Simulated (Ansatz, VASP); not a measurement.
Given: the input of a run of VASP 6.6.1 on Ga.

The input INCAR:

```
PREC = Accurate
ENCUT = 520
EDIFF = 1E-7
ISMEAR = -1
SIGMA = 0.05
LREAL = False
LASPH = True
NELM = 60
ALGO = Normal
ISIF = 2
LWAVE = False
LCHARG = False
GGA = PE
NBANDS = 20
```

The input KPOINTS:

```
regular mesh
0
Gamma
  10 8 7
```

Contents of POSCAR:

```
Ga
1.0
    2.7597743949      0.0000000000      0.0000000000
    0.0000000000      3.2595839063      0.0000000000
   -1.3344145108      0.0000000000      3.9634920125
Ga
2
Direct
    0.1345962700      0.7500000000      0.7701668300
    0.8654037300      0.2500000000      0.2298331700
```

Potentials or basis: VASP PAW PBE potentials, release 64 (Ga_d).

Run with:

```sh
$ cat potpaw_PBE.64/Ga_d/POTCAR > POTCAR
$ mpirun -np 1 vasp_std > vasp.out
```

Task: Translate it to Ansatz 0.2.0. Potentials there: Ansatz PAW.

Result: As run (the cutoff follows the program's own potentials):

Contents of input.yaml:

```yaml
crystal:
  lattice:
    - [2.7597743949, 0.0, 0.0]
    - [0.0, 3.2595839063, 0.0]
    - [-1.3344145108, 0.0, 3.9634920125]
  atoms:
    - { symbol: Ga, position: [0.13459627, 0.75, 0.77016683] }
    - { symbol: Ga, position: [0.86540373, 0.25, 0.22983317] }
hamiltonian:
  xc: pbe
  pseudopotentials: { kind: paw }
kpoints:
  mp_grid: { grid: [10, 8, 7] }
scf:
  occupations: { method: fermi_dirac, width: 0.05 }
output:
  forces: true
  stress: true
  eigenvalues: true
```

Potentials or basis: Ansatz PAW.

Launch:

```console
$ ansatz run input.yaml --threads 2 --pin off --max-ram 5120MiB --backend cpu --events-out ev --progress --plain --runs-dir out
```

Both were run:

|  | VASP | Ansatz | Ansatz less VASP |
| --- | --- | --- | --- |
| gap on the k mesh at the Fermi level (eV) | none | none | - |
| pressure (GPa) | 4.6 | 4.4 | -0.15 |
| largest component of the traceless stress (GPa) | 1.18 | 1.15 | -0.034 |
| rms of the force components (eV/Å) | 0.055 | 0.054 | -0.0003 |

Atom by atom the forces differ by 0.000 eV/Å (rms over components). A gap of «none» marks a metal or a gap that the smearing closes.
